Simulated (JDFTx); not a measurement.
Here is a JDFTx 1.7.0 (patched build) calculation.

The input bands.in:

```
lattice \
    0.0000000000     5.6880756351     5.6880756351 \
    5.6880756351     0.0000000000     5.6880756351 \
    5.6880756351     5.6880756351     0.0000000000
coords-type Lattice
ion Sn     0.0000000000     0.0000000000     0.0000000000 1
ion Se     0.5000000000     0.5000000000     0.5000000000 1

ion-species pseudo/Sn.upf
ion-species pseudo/Se.upf
elec-cutoff 43 344
elec-ex-corr gga-PBEsol
elec-smearing Fermi 0.0018374661
elec-n-bands 22
electronic-minimize nIterations 30 energyDiffThreshold 1e-06
davidson-band-ratio 1.3
forces-output-coords Cartesian
include path.kpoints
symmetries none
fix-electron-density run.$VAR

dump-name bands.$VAR
dump End Ecomponents EigStats BandEigs Kpoints Forces
```

Contents of path.kpoints:

```
kpoint +0.0000000000 +0.0000000000 +0.0000000000 0.020000000000
kpoint +0.0714285714 +0.0000000000 +0.0714285714 0.020000000000
kpoint +0.1428571429 +0.0000000000 +0.1428571429 0.020000000000
kpoint +0.2142857143 +0.0000000000 +0.2142857143 0.020000000000
kpoint +0.2857142857 +0.0000000000 +0.2857142857 0.020000000000
kpoint +0.3571428571 +0.0000000000 +0.3571428571 0.020000000000
kpoint +0.4285714286 +0.0000000000 +0.4285714286 0.020000000000
kpoint +0.5000000000 +0.0000000000 +0.5000000000 0.020000000000
kpoint +0.5000000000 +0.0833333333 +0.5833333333 0.020000000000
kpoint +0.5000000000 +0.1666666667 +0.6666666667 0.020000000000
kpoint +0.5000000000 +0.2500000000 +0.7500000000 0.020000000000
kpoint +0.4375000000 +0.3125000000 +0.7500000000 0.020000000000
kpoint +0.3750000000 +0.3750000000 +0.7500000000 0.020000000000
kpoint +0.3281250000 +0.3281250000 +0.6562500000 0.020000000000
kpoint +0.2812500000 +0.2812500000 +0.5625000000 0.020000000000
kpoint +0.2343750000 +0.2343750000 +0.4687500000 0.020000000000
kpoint +0.1875000000 +0.1875000000 +0.3750000000 0.020000000000
kpoint +0.1406250000 +0.1406250000 +0.2812500000 0.020000000000
kpoint +0.0937500000 +0.0937500000 +0.1875000000 0.020000000000
kpoint +0.0468750000 +0.0468750000 +0.0937500000 0.020000000000
kpoint +0.0000000000 +0.0000000000 +0.0000000000 0.020000000000
kpoint +0.0833333333 +0.0833333333 +0.0833333333 0.020000000000
kpoint +0.1666666667 +0.1666666667 +0.1666666667 0.020000000000
kpoint +0.2500000000 +0.2500000000 +0.2500000000 0.020000000000
kpoint +0.3333333333 +0.3333333333 +0.3333333333 0.020000000000
kpoint +0.4166666667 +0.4166666667 +0.4166666667 0.020000000000
kpoint +0.5000000000 +0.5000000000 +0.5000000000 0.020000000000
kpoint +0.5250000000 +0.4500000000 +0.5250000000 0.020000000000
kpoint +0.5500000000 +0.4000000000 +0.5500000000 0.020000000000
kpoint +0.5750000000 +0.3500000000 +0.5750000000 0.020000000000
kpoint +0.6000000000 +0.3000000000 +0.6000000000 0.020000000000
kpoint +0.6250000000 +0.2500000000 +0.6250000000 0.020000000000
kpoint +0.5625000000 +0.2500000000 +0.6875000000 0.020000000000
kpoint +0.5000000000 +0.2500000000 +0.7500000000 0.020000000000
kpoint +0.5000000000 +0.2916666667 +0.7083333333 0.020000000000
kpoint +0.5000000000 +0.3333333333 +0.6666666667 0.020000000000
kpoint +0.5000000000 +0.3750000000 +0.6250000000 0.020000000000
kpoint +0.5000000000 +0.4166666667 +0.5833333333 0.020000000000
kpoint +0.5000000000 +0.4583333333 +0.5416666667 0.020000000000
kpoint +0.5000000000 +0.5000000000 +0.5000000000 0.020000000000
kpoint +0.4791666667 +0.4791666667 +0.5416666667 0.020000000000
kpoint +0.4583333333 +0.4583333333 +0.5833333333 0.020000000000
kpoint +0.4375000000 +0.4375000000 +0.6250000000 0.020000000000
kpoint +0.4166666667 +0.4166666667 +0.6666666667 0.020000000000
kpoint +0.3958333333 +0.3958333333 +0.7083333333 0.020000000000
kpoint +0.3750000000 +0.3750000000 +0.7500000000 0.020000000000
kpoint +0.6250000000 +0.2500000000 +0.6250000000 0.020000000000
kpoint +0.5833333333 +0.1666666667 +0.5833333333 0.020000000000
kpoint +0.5416666667 +0.0833333333 +0.5416666667 0.020000000000
kpoint +0.5000000000 +0.0000000000 +0.5000000000 0.020000000000
```

Potentials or basis: PseudoDojo-SR-PBEsol-0.4.1-standard with smoothed tails.

Command:

```bash
$ jdftx -c 1 -i bands.in -o bands.out
```

What does it give for the band gap along the path?

0.29 eV, direct.

Levels at the corners of the path, in eV from the valence-band top:
```csv
point,band 12,band 13,band 14,band 15,band 16,band 17,band 18,band 19
Γ,-5.09,-2.14,-2.14,-2.14,4.32,4.32,4.32,5.85
X,-6.01,-5.47,-3.61,-3.61,2.96,5.35,5.35,5.96
W,-6.91,-4.69,-4.69,-0.77,1.48,4.75,4.75,7.20
K,-7.00,-5.06,-3.13,-2.46,3.22,3.62,5.25,5.33
Γ,-5.09,-2.14,-2.14,-2.14,4.32,4.32,4.32,5.85
L,-8.05,-1.90,-1.90,-0.05,0.59,1.25,1.25,8.15
U,-7.00,-5.06,-3.13,-2.46,3.22,3.62,5.25,5.33
W,-6.91,-4.69,-4.69,-0.77,1.48,4.75,4.75,7.20
L,-8.05,-1.90,-1.90,-0.05,0.59,1.25,1.25,8.15
K,-7.00,-5.06,-3.13,-2.46,3.22,3.62,5.25,5.33
U,-7.00,-5.06,-3.13,-2.46,3.22,3.62,5.25,5.33
X,-6.01,-5.47,-3.61,-3.61,2.96,5.35,5.35,5.96
```

Caveat: spin-orbit coupling is left out, which moves the levels of the heavy elements.
